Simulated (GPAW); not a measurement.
# BAs (F-43m) in GPAW: settings compared

Aim: see how the results for BAs move with the level of theory and the settings. Levels: PBE, BHandHLYP. Tasks: single point.

Everything below comes from runs of GPAW 26.7.0. Logs are shortened: lines on timing, memory, paths and dates and some standing lists are left out, and cuts for length are marked. The log counts tension as positive stress, the text compression.

## 1. The crystal as given

The structure is cubic, space group F-43m (No. 216). Conventional cell: a = 4.777 Å, b = 4.777 Å, c = 4.777 Å, α = 90.00°, β = 90.00°, γ = 90.00°. As (site symmetry -43m) is surrounded by 4 B at 2.07 Å. B (site symmetry -43m) has 4 As at 2.07 Å as nearest neighbours.

## 2. Single point, PBE

File run.py:

```python
from ase.dft.bandgap import bandgap
from ase.io import read, write
from ase.units import GPa
from gpaw import GPAW, PW

atoms = read('POSCAR')

calc = GPAW(mode=PW(700),
            xc='PBE',
            kpts={'size': (8, 8, 8), 'gamma': True},
            occupations={'name': 'fermi-dirac', 'width': 0.05},
            nbands=11,
            convergence={'density': 1e-05, 'energy': 1e-05},
            maxiter=75,
            txt='gpaw.txt')
atoms.calc = calc
energy = atoms.get_potential_energy()
forces = atoms.get_forces()
stress = atoms.get_stress()
calc.write('gs.gpw')
write('result.traj', atoms)
print(f'Energy: {energy:.6f} eV')
print('Forces (eV/A):')
print(forces.round(4))
print('Stress (GPa):', (stress / GPa).round(3))
print('Fermi level:', round(calc.get_fermi_level(), 4), 'eV')
print(f'Gap: {bandgap(calc)[0]:.4f} eV, direct: {bandgap(calc, direct=True)[0]:.4f} eV')
```

File POSCAR:

```
BAs
1.0
    0.0000000000      2.3885000000      2.3885000000
    2.3885000000      0.0000000000      2.3885000000
    2.3885000000      2.3885000000      0.0000000000
As B
1 1
Direct
    0.7500000000      0.7500000000      0.7500000000
    0.0000000000      0.0000000000      0.0000000000
```

Potentials or basis: GPAW PAW data sets (gpaw-data 1.2.1), pw.

Command:

```sh
$ OMP_NUM_THREADS=1 python run.py
```

gpaw.txt:

```text
__  _  _
 | _ |_)|_||  |
 |__||  | ||/\| - 26.7.0

Input parameters:
  mode=PW(ecut=700.0),
  convergence={'density': 1e-05, 'energy': 1e-05},
  kpts=MonkhorstPack(size=(8, 8, 8), gamma=True),
  maxiter=75,
  nbands=11,
  occupations=Occupations(name='fermi-dirac', width=0.05),
  xc=XC(name='PBE')

Diagonalizing LCAO Hamiltonian
Converting LCAO to pw mode

                   As

       B

Atoms  # Å, Bohr magnetons
|   | symbol |        x |        y |        z |    initial magnetic moments |
|---|--------|----------|----------|----------|-----------------------------|
| 0 |     As | 3.582750 | 3.582750 | 3.582750 | ( 0.0000,  0.0000,  0.0000) |
| 1 |      B | 0.000000 | 0.000000 | 0.000000 | ( 0.0000,  0.0000,  0.0000) |

Unit cell  # Å
| periodic |        x |        y |        z |  lengths |    angles |
|----------|----------|----------|----------|----------|-----------|
|      yes | 0.000000 | 2.388500 | 2.388500 | 3.377849 | 60.000000 |
|      yes | 2.388500 | 0.000000 | 2.388500 | 3.377849 | 60.000000 |
|      yes | 2.388500 | 2.388500 | 0.000000 | 3.377849 | 60.000000 |

Number of symmetries: 24
Symmetry operations  # r_c * U_cc + t_c -> r_c
|    | kind |            matrix            |
|----|------|------------------------------|
|  0 |  E   |  1, 0, 0,  0, 1, 0,  0, 0, 1 |
|  1 |  σ   |  1, 0, 0,  0, 0, 1,  0, 1, 0 |
|  2 |  σ   |  1, 0,-1,  0, 1,-1,  0, 0,-1 |
|  3 |  C3  |  1, 0,-1,  0, 0,-1,  0, 1,-1 |
|  4 |  C3  |  1,-1, 0,  0,-1, 1,  0,-1, 0 |
|  5 |  σ   |  1,-1, 0,  0,-1, 0,  0,-1, 1 |
|  6 |  σ   |  0, 1, 0,  1, 0, 0,  0, 0, 1 |
|  7 |  C3  |  0, 1, 0,  0, 0, 1,  1, 0, 0 |
|  8 |  C2  |  0, 1,-1,  1, 0,-1,  0, 0,-1 |
|  9 |  S4  |  0, 1,-1,  0, 0,-1,  1, 0,-1 |
| 10 |  C3  |  0, 0, 1,  1, 0, 0,  0, 1, 0 |
| 11 |  σ   |  0, 0, 1,  0, 1, 0,  1, 0, 0 |
| 12 |  S4  |  0, 0,-1,  1, 0,-1,  0, 1,-1 |
| 13 |  C3  |  0, 0,-1,  0, 1,-1,  1, 0,-1 |
| 14 |  S4  |  0,-1, 1,  1,-1, 0,  0,-1, 0 |
| 15 |  C2  |  0,-1, 1,  0,-1, 0,  1,-1, 0 |
| 16 |  C3  |  0,-1, 0,  1,-1, 0,  0,-1, 1 |
| 17 |  S4  |  0,-1, 0,  0,-1, 1,  1,-1, 0 |
| 18 |  S4  | -1, 1, 0, -1, 0, 1, -1, 0, 0 |
| 19 |  C3  | -1, 1, 0, -1, 0, 0, -1, 0, 1 |
| 20 |  C3  | -1, 0, 1, -1, 1, 0, -1, 0, 0 |
| 21 |  S4  | -1, 0, 1, -1, 0, 0, -1, 1, 0 |
| 22 |  σ   | -1, 0, 0, -1, 1, 0, -1, 0, 1 |
| 23 |  C2  | -1, 0, 0, -1, 0, 1, -1, 1, 0 |

BZ-sampling:
  Number of BZ points: 512
  Number of IBZ points: 29

  Monkhorst-Pack size: [8, 8, 8]
  Monkhorst-Pack shift: [0.0625, 0.0625, 0.0625]

K-points  # in reciprocal-cell coordinates
|     |                                coordinates |     weight |
|-----|--------------------------------------------|------------|
|   0 | (  0.00000000,   0.00000000,   0.00000000) | 0.00195312 |
|   1 | (  0.12500000,   0.12500000,   0.00000000) | 0.01171875 |
|   2 | (  0.12500000,   0.12500000,   0.12500000) | 0.01562500 |
|   3 | (  0.25000000,   0.12500000,   0.12500000) | 0.02343750 |
|   4 | (  0.25000000,   0.25000000,   0.00000000) | 0.01171875 |
|   5 | (  0.25000000,   0.25000000,   0.12500000) | 0.04687500 |
|   6 | (  0.25000000,   0.25000000,   0.25000000) | 0.01562500 |
|   7 | (  0.37500000,   0.25000000,  -0.37500000) | 0.04687500 |
|   8 | (  0.37500000,   0.25000000,   0.12500000) | 0.04687500 |
|   9 | (  0.37500000,   0.25000000,   0.25000000) | 0.04687500 |
| ... |                                            |            |
|  28 | (  0.50000000,   0.50000000,   0.50000000) | 0.00781250 |

Plane wave coefficients: 1162
Cutoff: 700.0 eV

Spin-components: 1 (collinear spins)
Bands:           11
Projectors:      10
Spin-degeneracy: 2
Datatype:        complex128

Parallelization:
  kpt:    1
  domain: 1
  band:   1

Density:
  Valence electrons: 8.0
  Components: 1
  Grid points: [21 21 21]
  Charge: 0.0  # |e|

Potential:
  Grid points: [21 21 21]

species:
  As:
    name:    Arsenic
    Z:       33.0
    valence: 5
    core:    28
    charge:  0.0  # [|e|]
    compensation charges:
      type: gauss
      rc: 0.33  # [Å]
      lmax: 2
    cutoffs:
      filter: 1.87  # [Å]
      core: 2.96  # [Å]
    projectors
    | kind |    occ | energy [eV] | rcut [Å] |
    |------|--------|-------------|----------|
    |   4s |  2.000 |     -14.487 |    1.058 |
    |   4p |  3.000 |      -5.196 |    1.058 |
    |    s |        |      12.725 |    1.058 |
    |    p |        |      22.016 |    1.058 |
    |    d |        |       0.000 |    1.058 |

    Using partial waves for As as LCAO basis

  B:
    name:    Boron
    Z:       5.0
    valence: 3
    core:    2
    charge:  0.0  # [|e|]
    compensation charges:
      type: gauss
      rc: 0.20  # [Å]
      lmax: 2
    cutoffs:
      filter: 1.14  # [Å]
      core: 1.38  # [Å]
    projectors
    | kind |    occ | energy [eV] | rcut [Å] |
    |------|--------|-------------|----------|
    |   2s |  2.000 |      -9.443 |    0.635 |
    |   2p |  1.000 |      -3.606 |    0.635 |
    |    s |        |      17.768 |    0.635 |
    |    p |        |      23.605 |    0.635 |
    |    d |        |       0.000 |    0.635 |

    Using partial waves for B as LCAO basis

Reference energy: -62172.463167  # eV

eigensolver:
  PPCG
  Converge bands: occupied
  niter=2

density mixing:
  MSR1-Mixer
  Pratt-step length: 0.05
  Maximum mixing coefficient: 0.75
  Old densities: 10
  SVD Regularization: 0.005
  Good broyden scale: 1.0
  Trust region scale: 1.0
  Backstep threshold: 4.0
  History deletion threshold: 6.0
  Fourier metric: weight=20.0, sigma=0.015

occupation numbers:
  Fermi-Dirac:
    width: 0.0500  # eV

poisson solver:
  ecut: 5600.0  # eV

xc functional:
  name: PBE with 2 nearest neighbor stencil

convergence criteria:
- Maximum integral of absolute [dens]ity change: 1e-05 electrons / valence electron
- Maximum [total energy] change in last 3 cyles: 1e-05 eV / valence electron
- Maximum integral of absolute [eigenst]ate change: 4e-08 eV^2 / valence electron
maximum number of iterations: 75

SCF iterations
|iter     | |      energy | eigst |  dens |
|---------|-|-------------|-------|-------|
|iter:   1| |  -11.976255 | -0.27 |       |
|iter:   2| |  -11.858640 | -2.30 | -0.72 |
|iter:   3| |  -11.401314 | -1.73 | -0.76 |
|iter:   4| |  -11.398890 | -3.16 | -1.44 |
|iter:   5| |  -11.399335 | -4.04 | -1.89 |
|iter:   6| |  -11.399366 | -5.72 | -2.65 |
|iter:   7| |  -11.399366c| -7.49c| -3.61 |
|iter:   8| |  -11.399366c| -8.59c| -4.13 |
|iter:   9| |  -11.399366c| -9.46c| -5.39c|

Converged in 9 steps
Energy contributions relative to reference atoms: (reference = -62172.463167)

Energy contributions:
  Kinetic:          20.182619
  Coulomb:         -17.851307
  Zero:             -0.004927
  External:          0.000000
  Xc:              -13.725752
  Entropy:          -0.000000
  Spinorbit:         0.000000
  ----------------------------
  Free energy:     -11.399366
  Extrapolated:    -11.399366

dipole moment: (-3.223490, -3.223490, -3.223490)  # |e|*Ang

Fermi level: 8.558
Eigenvalues  # (at kpt = [0.000, 0.000, 0.000])
| band index |      eig [eV] | occ [0-2] |
|------------|---------------|-----------|
|          0 |        -7.415 |     2.000 |
|          1 |         7.978 |     2.000 |
|          2 |         7.978 |     2.000 |
|          3 |         7.978 |     2.000 |
|          4 |        11.270 |     0.000 |
|          5 |        11.270 |     0.000 |
|          6 |        11.270 |     0.000 |
|          7 |        12.703 |     0.000 |
|          8 |        17.624 |     0.000 |
|          9 |        21.060 |     0.000 |
|         10 |        21.061 |     0.000 |

Gap: 1.197 eV
Transition (v -> c):
  (s=0, k=0, n=3, [0.00, 0.00, 0.00]) -> (s=0, k=12, n=4, [0.38, 0.38, 0.00])
Direct/indirect transitions are different
Direct gap: 3.292 eV
Transition at: (s=0, k=0, n=3, [0.00, 0.00, 0.00])

Forces  # eV/Ang
|       x |        y |        z |
|---------|----------|----------|
| 0.00000 |  0.00000 |  0.00000 |  # As   0
| 0.00000 | -0.00000 | -0.00000 |  # B    1

Stress tensor  # eV/Ang^3
|         x |         y |         z |
|-----------|-----------|-----------|
| -0.020452 |  0.000000 | -0.000000 |
|  0.000000 | -0.020452 | -0.000000 |
| -0.000000 | -0.000000 | -0.020452 |

# Writing to gs.gpw (mode='')
```

Run time: 6.2 s. Hardware: 1 thread of Intel Xeon Platinum 8559C (Emerald Rapids), shared host; peak memory 0.14 GiB.

Results:

```yaml
Free_energy: -11.3994 eV
Pressure: 3.3 GPa
Band_gap_on_the_k_mesh: 1.20 eV, indirect (least direct gap 3.29 eV)
```

Levels at points of the mesh, in eV from the valence-band top:
| k point | band 2 | band 3 | band 4 | band 5 | band 6 | band 7 |
| --- | --- | --- | --- | --- | --- | --- |
| (0.00, 0.00, 0.00) | 0.00 | 0.00 | 0.00 | 3.29 | 3.29 | 3.29 |
| (0.50, 0.50, 0.00) | -8.53 | -4.07 | -4.07 | 1.43 | 1.45 | 11.41 |
| (0.50, 0.50, 0.50) | -8.78 | -1.82 | -1.82 | 2.71 | 4.80 | 4.80 |

Caveat: the cutoff is short for stress and forces, so pressures can be off by a GPa or more. A hybrid or GW would open this gap; PBE tends to underestimate it.

## 3. Single point, BHandHLYP

File run.py:

```python
from ase.dft.bandgap import bandgap
from ase.io import read, write
from gpaw import GPAW, PW

atoms = read('POSCAR')

calc = GPAW(mode=PW(600),
            xc={'name': 'HYB_GGA_XC_BHANDHLYP', 'fraction': 0.5, 'omega': 0.0, 'backend': 'pw'},
            kpts={'size': (5, 5, 5), 'gamma': True},
            occupations={'name': 'fermi-dirac', 'width': 0.05},
            nbands=9,
            convergence={'density': 1e-05, 'energy': 1e-05},
            maxiter=60,
            txt='gpaw.txt')
atoms.calc = calc
energy = atoms.get_potential_energy()
calc.write('gs.gpw')
write('result.traj', atoms)
print(f'Energy: {energy:.6f} eV')
print('Fermi level:', round(calc.get_fermi_level(), 4), 'eV')
print(f'Gap: {bandgap(calc)[0]:.4f} eV, direct: {bandgap(calc, direct=True)[0]:.4f} eV')
```

POSCAR is that of step 2.

Potentials or basis: GPAW PAW data sets (gpaw-data 1.2.1), pw.

Command:

```sh
$ OMP_NUM_THREADS=1 python run.py
```

Run time: 17 min. Hardware: 1 thread of Intel Xeon Platinum 8559C (Emerald Rapids), shared host; peak memory 0.26 GiB.

It converged, with:

```
Free energy            : -19.5187 eV
Band gap on the k mesh : 4.28 eV, indirect (least direct gap 6.61 eV)
```

Levels at points of the mesh, in eV from the valence-band top:
| k point | band 1 | band 2 | band 3 | band 4 | band 5 |
| --- | --- | --- | --- | --- | --- |
| (0.00, 0.00, 0.00) | -18.45 | 0.00 | 0.00 | 0.00 | 6.61 |

Caveat: the k mesh is coarse (spacing up to 0.46 Å⁻¹), so the values aren't converged, least of all with exact exchange; the PAW data sets were made with another functional, which shifts forces and pressure a little; an odd mesh through Γ misses points on the zone boundary, where band edges often lie.
